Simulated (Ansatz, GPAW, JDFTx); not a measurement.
One calculation of CoO, 3 ways

```
Co O
1.0
     1.60222    0.92504    2.56647
    -1.60222    0.92504    2.56647
     0.00000   -1.85008    2.56647
Co O
1 1
Direct
  0.01272 0.00224 0.98224
  0.74686 0.76643 0.74039
```

The cell comes from a database or a generator and needn't be the stable form of this composition.

Atoms were shifted at random by some hundredths of an Å from the given cell, which wasn't relaxed again for these runs.

Alike in all runs: task single point; functional PBEsol; k mesh 10 × 10 × 10; occupations fermi-dirac, width 0.05 eV; collinear spin, ferromagnetic start; no spin-orbit coupling. Pressure is positive in compression and, in plane waves, holds the error of the finite cutoff.

| program and potentials | plane-wave cutoff (eV) | notes | band gap (eV) | pressure (GPa) | net moment per atom (μB) | largest force (eV/Å) |
| --- | --- | --- | --- | --- | --- | --- |
| GPAW, PAW data sets generated for this functional | 800 | 7.5 valence electrons an atom on average | no gap | -6.66 | 1.38 | 0.297 |
| JDFTx, PseudoDojo-SR-PBEsol-0.4.1-standard with smoothed tails | 1306 | 11.5 valence electrons an atom on average | no gap | -7.66 | 1.42 | 0.258 |
| Ansatz, all-electron LAPW, scalar-relativistic | - | - | no gap | -7.77 | 1.39 | 0.259 |

Force on atom 1 (Co), eV/Å:

```tsv
program and potentials	x	y	z
GPAW, PAW data sets generated for this functional	-0.176	-0.080	0.225
JDFTx, PseudoDojo-SR-PBEsol-0.4.1-standard with smoothed tails	-0.151	-0.067	0.197
Ansatz, all-electron LAPW, scalar-relativistic	-0.154	-0.069	0.196
```

None finds a gap. The pressure spans -7.77 (Ansatz, all-electron LAPW, scalar-relativistic) to -6.66 GPa (GPAW, PAW data sets generated for this functional), with all-electron results at -7.77. The net moment per atom spans 1.38 (GPAW, PAW data sets generated for this functional) to 1.42 μB (JDFTx, PseudoDojo-SR-PBEsol-0.4.1-standard with smoothed tails), with all-electron results at 1.39. The state is the one that the start led to, which needn't be the lowest.

The functional is the same throughout but for its coding, so the spread measures potentials, basis and numerics; runs on potential files found faulty are left out.
